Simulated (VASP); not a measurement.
Write the native input for VASP 6.6.1 that does the following.

* Task: single point
* Functional: PBE
* Potentials or basis: VASP PAW PBE potentials, release 64 (Pd)
* Cutoff: 520 eV
* k mesh: 20 × 20 × 20
* Occupations: gaussian, width 0.15 eV
* Spin: no spin polarisation
* Dipole correction: no
* Further INCAR settings: ALGO = Fast; EDIFF = 1e-07; NBANDS = 11

The structure of Pd lies in POSCAR:

```
Pd
1.0
    0.0000000000      1.9449000000      1.8476550000
    1.9449000000      0.0000000000      1.8476550000
    1.9449000000      1.9449000000      0.0000000000
Pd
1
Direct
    0.0000000000      0.0000000000      0.0000000000
```

This isn't the form of Pd at room conditions, which is fcc.

The cell isn't the ideal one: strain +0.000 along x and y, -0.050 along z, atoms carried along.

These files were run (other wordings do the same):

INCAR

```
PREC = Accurate ; ENCUT = 520
EDIFF = 1E-7 ; ISMEAR = 0
SIGMA = 0.15 ; LREAL = F
LASPH = T ; NELM = 100
ALGO = Fast ; ISIF = 2
LWAVE = F ; LCHARG = F
GGA = PE ; NBANDS = 11
```

KPOINTS

```
Automatic mesh
0
Gamma
  20 20 20
```

Potentials or basis: VASP PAW PBE potentials, release 64 (Pd).

Command:

```console
$ cat potpaw_PBE.64/Pd/POTCAR > POTCAR
$ mpirun -np 1 vasp_std > vasp.out
```

Results of the run:

| Property | Result |
| --- | --- |
| Pressure | 19.7 GPa |
| Band gap on the k mesh | none (metal or under the smearing width) |

Caveat: so large a pressure means that the cell lies far from this level's equilibrium, or that cutoff or potentials fall short.

It took 78 s on 1 thread of Intel(R) Xeon(R) Platinum 8259CL CPU @ 2.50GHz (Skylake/Cascade Lake) (shared host), peak memory 0.21 GiB.
